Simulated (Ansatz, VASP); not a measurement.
Two plane-wave programs on HfO2

File INCAR:

```
ALGO = Normal
EDIFF = 1E-6
ENCUT = 520
GGA = PS
ISIF = 2
ISMEAR = 0
LASPH = True
LCHARG = False
LREAL = False
LWAVE = False
NBANDS = 18
NELM = 80
PREC = Accurate
SIGMA = 0.05
```

Contents of KPOINTS:

```
k-points
0
Gamma
  8 8 8
```

Contents of POSCAR:

```
HfO2
1.0
    0.0000000000      2.6229500914      2.5220673956
    2.5220673956      0.0000000000      2.5220673956
    2.5220673956      2.6229500914      0.0000000000
Hf O
1 2
Direct
    0.0000000000      0.0000000000      0.0000000000
    0.2500000000      0.2500000000      0.2500000000
    0.7500000000      0.7500000000      0.7500000000
```

Input for Ansatz:

```yaml
crystal:
  lattice:
    - [0.0, 2.6229500914, 2.5220673956]
    - [2.5220673956, 0.0, 2.5220673956]
    - [2.5220673956, 2.6229500914, 0.0]
  atoms:
    - { symbol: Hf, position: [0.0, 0.0, 0.0] }
    - { symbol: O, position: [0.25, 0.25, 0.25] }
    - { symbol: O, position: [0.75, 0.75, 0.75] }
basis:
  ecutwfc: 520.0
kpoints:
  mp_grid: { grid: [8, 8, 8] }
hamiltonian:
  xc: pbesol
  pseudopotentials: { kind: paw, azcp: { folder: soft_1 } }
scf:
  occupations: { method: gaussian, width: 0.05 }
output:
  forces: true
  stress: true
  eigenvalues: true
```

Change from the starting cell: normal strain along x +0.0000, normal strain along y +0.0400.

Alike in both runs: task single point; functional PBEsol; k mesh 8 × 8 × 8; occupations gaussian, width 0.05 eV; no spin polarisation.

|  | VASP | Ansatz |
| --- | --- | --- |
| version | VASP 6.6.1 | Ansatz 0.2.0 |
| potentials or method | VASP PAW PBE potentials, release 64 (Hf_pv, O) | scalar-relativistic, plane waves, PAW |
| plane-wave cutoff (eV) | 520 | 520 |
| valence electrons in the cell | 22 | 38 |

|  | VASP | Ansatz | Ansatz less VASP |
| --- | --- | --- | --- |
| gap on the k mesh at the Fermi level (eV) | 3.28 | 3.29 | +0.005 |
| least direct gap on the mesh (eV) | 3.39 | 3.39 | -0.007 |
| pressure (GPa) | -12.9 | -9.5 | +3.42 |
| largest component of the traceless stress (GPa) | 11.92 | 11.72 | -0.202 |

The two sets of potentials don't hold the same shells in valence. Ansatz warned: «pseudo_functional_mismatch».

Caveats: the PAW data sets were made with another functional, which shifts forces and pressure a little (VASP); spin-orbit coupling is left out, which moves the levels of the heavy elements. A k mesh can miss the band edges.
